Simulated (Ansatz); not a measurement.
Consider CsPbI$_{3}$ in the cubic perovskite structure (space group Pm-3m, No. 221).

```xyz
5
Lattice="6.3905 0.0000 0.0000 0.0000 6.3905 0.0000 0.0000 0.0000 6.3905" Properties=species:S:1:pos:R:3 pbc="T T T"
Cs     0.0000     0.0000     0.0000
Pb     3.1952     3.1952     3.1952
I      0.0000     3.1952     3.1952
I      3.1952     3.1952     0.0000
I      3.1952     0.0000     3.1952
```

Cartesian axes are those of the cell as printed.

The values are results of PBE, PAW, 420 eV (Ansatz, an electronic-structure program; scalar-relativistic without spin-orbit coupling), not measurements.

Strains are applied to the cell and any free atomic positions relax; under biaxial strain the out-of-plane vector relaxes too.

One change was made to it. Results:

| quantity | base | after |
|---|---|---|
| band gap | 1.48 eV | 1.24 eV |
| pressure (mean of the normal stresses, compression positive) | 0.00 GPa | 0.73 GPa |
| hole mass | 0.15 mₑ (at R) | 0.099 mₑ along x, 0.15 mₑ across (at R) |

### Question
Name the change that was made.
(A) biaxial strain +4.33 %, plane normal [111], relaxed out of plane
(B) uniaxial strain ε_zz = +4.87 %
(C) isotropic strain +0.87 %
(D) uniaxial strain ε_xx = −4.02 %
(E) biaxial strain −3.96 %, plane normal [111], relaxed out of plane

### Answer
D, uniaxial strain ε_xx = −4.02 %. For comparison, the band gap in the other runs: uniaxial strain ε_zz = +4.87 % gives 1.42 eV; biaxial strain −3.96 %, plane normal [111], relaxed out of plane gives 1.36 eV; isotropic strain +0.87 % gives 1.55 eV; biaxial strain +4.33 %, plane normal [111], relaxed out of plane gives 1.46 eV.

Spin-orbit coupling, missing from the scalar runs, can matter with I and Pb. Masses are band curvatures over ±0.01 Å⁻¹ around the edge. No phonon test of stability was made. Many cubic perovskites are stable only at high temperature; tilts and polar distortions were not tested. This is not the structure that CsPbI3 has at room temperature and ambient pressure.
